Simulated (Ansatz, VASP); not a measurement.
Sr: VASP beside Ansatz

```
CELL_PARAMETERS angstrom
0.00000 3.02193 3.02193
3.02193 0.00000 3.02193
3.02193 3.02193 0.00000
ATOMIC_POSITIONS crystal
Sr 0.00000 0.00000 0.00000
```

Change from the starting cell: volume scaled by 0.98, crystal datasets.

Alike in both runs: task electric field gradients; functional LDA; k mesh 10 × 10 × 10; occupations fermi-dirac, width 0.08 eV; no spin polarisation.

```csv
,VASP,Ansatz
version,VASP 6.6.1,Ansatz 0.2.0
potentials or method,"VASP PAW LDA potentials, release 64 (Sr_sv), cutoff 520 eV","all-electron PAW with datasets made for the crystal, scalar-relativistic"
```

|  | VASP | Ansatz | Ansatz less VASP |
| --- | --- | --- | --- |
| pressure (GPa) | -1.4 | -1.4 | +0.01 |
| Vzz of the field gradient on the site that differs most (V/Å²) | 0.0 | 0.0 | 0.00 |

Ansatz ran all-electron here, so the differences hold the error of VASP's frozen core and of both bases. Ansatz warned: «gradients_without_spin_orbit».
